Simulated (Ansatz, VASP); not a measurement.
# Two plane-wave programs on Hg

INCAR

```
PREC = Accurate ; ENCUT = 520
EDIFF = 1E-6 ; ISMEAR = 0
SIGMA = 0.15 ; LREAL = F
LASPH = T ; NELM = 60
ALGO = Fast ; ISIF = 2
LWAVE = F ; LCHARG = F
GGA = PE ; IVDW = 12
NBANDS = 12
```

Contents of KPOINTS:

```
regular mesh
0
Gamma
  18 18 18
```

The input POSCAR:

```
Hg
1.0
   -2.1731797500      2.1731797500      1.8022580000
    2.1731797500     -2.1731797500      1.8022580000
    2.1731797500      2.1731797500     -1.8022580000
Hg
1
Direct
    0.0000000000      0.0000000000      0.0000000000
```

Input for Ansatz:

```yaml
crystal:
  lattice:
    - [-2.17317975, 2.17317975, 1.802258]
    - [2.17317975, -2.17317975, 1.802258]
    - [2.17317975, 2.17317975, -1.802258]
  atoms:
    - { symbol: Hg, position: [0.0, 0.0, 0.0] }
basis:
  ecutwfc: 420
kpoints:
  mp_grid: { grid: [18, 18, 18] }
hamiltonian:
  xc: pbe
  dispersion: d3bj
scf:
  occupations: { method: gaussian, width: 0.15 }
output:
  forces: true
  stress: true
  eigenvalues: true
```

Change from the starting cell: strain +0.050 along x and y, +0.000 along z, atoms carried along.

Alike in both runs: task single point; functional PBE; dispersion D3(BJ); k mesh 18 × 18 × 18; occupations gaussian, width 0.15 eV; no spin polarisation.

```csv
,VASP,Ansatz
version,VASP 6.6.1,Ansatz 0.2.0
potentials or method,"VASP PAW PBE potentials, release 64 (Hg)","scalar-relativistic, plane waves, PAW"
plane-wave cutoff (eV),520,420
valence electrons in the cell,12,20
```

```tsv
	VASP	Ansatz	Ansatz less VASP
gap on the k mesh at the Fermi level (eV)	none	none	-
pressure (GPa)	-1.9	-1.9	-0.04
largest component of the traceless stress (GPa)	0.28	0.28	-0.005
```

A gap of «none» marks a metal or a gap that the smearing closes. The two sets of potentials don't hold the same shells in valence.

Caveats: pairwise dispersion overbinds metals, which lowers pressure and volume. The runs have no spin-orbit coupling, so splittings on Hg are missing.
